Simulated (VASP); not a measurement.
Set up this calculation in VASP 6.6.1, as the native input.

```yaml
Task: single point
Functional: PBEsol
Potentials_or_basis: VASP PAW PBE potentials, release 64 (Be, C)
Cutoff: 520 eV
k_mesh: 5 × 5 × 3
Occupations: gaussian, width 0.05 eV
Spin: no spin polarisation
Dipole_correction: no
Further_INCAR_settings: LREAL = Auto; ALGO = Normal; EDIFF = 1e-06; NBANDS = 32
```

The structure of Be16C (a cell with a defect) lies in POSCAR:

```
Be16C
1.0
   -2.2900000000     -3.9663960000      0.0000000000
    3.4350000000     -1.9831980000      0.0000000000
    0.0000000000      0.0000000000      7.1768600000
Be C
16 1
Direct
    0.7503847533      0.5010891077      0.0080262120
    0.4999962424      0.2476560102      0.2499193240
    0.7504576653      0.5010451393      0.4918095100
    0.5000377154      0.3318399907      0.7499246188
    0.4999802988     -0.0217193932     -0.0038476437
    0.1986163177      0.8668953035      0.2498560652
    0.5000931942     -0.0217308837      0.5037023155
    0.2480222037      0.8355644386      0.7499214141
    0.2496024646      0.5010668541      0.0079501342
    0.0000402567      0.3276623545      0.2499012103
    0.2496589906      0.5010934755      0.4917831754
    0.0000230652      0.3445024219      0.7499003743
   -0.0000346756      0.0312487897     -0.0060991854
    0.8014408212      0.8669771413      0.2499668379
    0.0001133344      0.0312260657      0.5059034174
    0.7520410277      0.8355633052      0.7499400852
    0.5000559470      0.6578748526      0.2499037183
```

The cell was built by a generator and needn't be a form met in nature.

The input as run:

INCAR

```
SYSTEM = Be16C
PREC = Accurate
ENCUT = 520
EDIFF = 1E-6
ISMEAR = 0
SIGMA = 0.05
LREAL = Auto
LASPH = .TRUE.
NELM = 60
ALGO = Normal
ISIF = 2
LWAVE = .FALSE.
LCHARG = .FALSE.
GGA = PS
NBANDS = 32
```

KPOINTS

```
Automatic mesh
0
G
  5 5 3
  0 0 0
```

Potentials or basis: VASP PAW PBE potentials, release 64 (Be, C).

Launch:

```bash
$ cat potpaw_PBE.64/Be/POTCAR potpaw_PBE.64/C/POTCAR > POTCAR
$ mpirun -np 1 vasp_std > vasp.out
```

Results of the run:

* Pressure: 7.0 GPa
* Largest force: 0.023 eV/Å
* Band gap on the k mesh: none (metal or under the smearing width)

Caveat: the PAW data sets were made with another functional, which shifts forces and pressure a little.

It took 2.4 min on 1 thread of Intel(R) Xeon(R) Platinum 8559C (Emerald Rapids) (shared host), peak memory 0.27 GiB.
